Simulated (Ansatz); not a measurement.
# CdS: pressure and energy less free atoms against volume scale

Periodic Kohn-Sham DFT of a crystal at fixed atoms, scaled to volume_scale times the given cell; pressure positive in compression, energy less spherical unpolarised free atoms, largest_vzz the field gradient of largest size among the nuclei. The results are calculated, by Ansatz 0.2.0.

The cell before it is scaled or strained (space group P6_3mc, No. 186):
```
CdS
1.0
      4.1348     0.0000     0.0000
     -2.0674     3.5808     0.0000
      0.0000     0.0000     6.7490
Cd S
2 2
Direct
  0.33333 0.66667 0.00000
  0.66667 0.33333 0.50000
  0.33333 0.66667 0.38500
  0.66667 0.33333 0.88500
```

Settings of every row: method all-electron LAPW; functional LDA; relativity scalar; k mesh 8x8x4; filling fermi-dirac; smearing width 0.02 eV; basis error target 1 meV/atom; nucleus gaussian.

Atom start moment: 0 on all atoms.

| row | volume scale | V (Å³/atom) | pressure (GPa) | energy less free atoms (eV/atom) |
| --- | --- | --- | --- | --- |
| 1 | 0.94 | 23.482 | 1.246 | -3.7049 |
| 2 | 0.98 | 24.482 | -1.535 | -3.7037 |
| 3 | 1 | 24.982 | -2.7 | -3.697 |
| 4 | 1.01 | 25.231 | -3.234 | -3.6924 |
| 5 | 1.04 | 25.98 | ? | ? |

Question: what pressure and energy less free atoms should row 5 give?

Worked fit of pressure. Take u = (V_r/V)^(2/3) − 1 with V_r = 24.732 Å³ an atom, which is twice the finite (Eulerian) strain; such expansions in the strain, on which the Birch-Murnaghan equation of state is built, carry the rest volume and the bulk modulus. The shown rows have u = 0.03518, 0.0068, -0.00668, -0.01323. Least squares give pressure = −2.1354 + 86.561 × u + 271.57 × u² GPa; a straight line predicts inner rows, each left out in turn, worse (root mean square 0.094 against 0.004 GPa). The rows lie off it by 0.000, -0.001, 0.002, -0.001. The pressure vanishes at u = 0.0230, or V = 23.9 Å³ an atom, and there the bulk modulus at fixed shape and fractions is B = −V dP/dV = (2/3)(1 + u) dP/du = 67.6 GPa. Letting shape and atoms relax would as a rule lower it, by much in layered, chain or molecular crystals. The withheld row has u = -0.03229, so the fit gives −2.1354 + 86.561 × (-0.03229) + 271.57 × (-0.03229)² = -4.647 GPa.

The calculation gave -4.657 GPa. The fit lies 0.010 GPa (0.17 % of the column's range) above it; its largest miss of a shown row is 0.002 GPa. This row lies beyond the range of the fit.

Worked fit of energy less free atoms. Take u = (V_r/V)^(2/3) − 1 with V_r = 24.732 Å³ an atom, which is twice the finite (Eulerian) strain; such expansions in the strain, on which the Birch-Murnaghan equation of state is built, carry the rest volume and the bulk modulus. The shown rows have u = 0.03518, 0.0068, -0.00668, -0.01323. Least squares give energy less free atoms = −3.70082 − 0.495 × u + 10.771 × u² eV/atom; a straight line predicts inner rows, each left out in turn, worse (root mean square 0.0037 against 7.7e-05 eV/atom). All shown rows lie on it to the printed digit. Its lowest point lies at u = 0.0230, or V = 23.9 Å³ an atom, and the curvature there gives the bulk modulus at fixed shape and fractions, B = (4/9)(1 + u)² E″(u)/V = 67.2 GPa. Letting shape and atoms relax would as a rule lower it, by much in layered, chain or molecular crystals. The withheld row has u = -0.03229, so the fit gives −3.70082 − 0.495 × (-0.03229) + 10.771 × (-0.03229)² = -3.6736 eV/atom.

The calculation gave -3.6738 eV/atom. The fit lies 0.0002 eV/atom (0.64 % of the column's range) above it; its largest miss of a shown row is 0.0000 eV/atom. This row lies beyond the range of the fit.
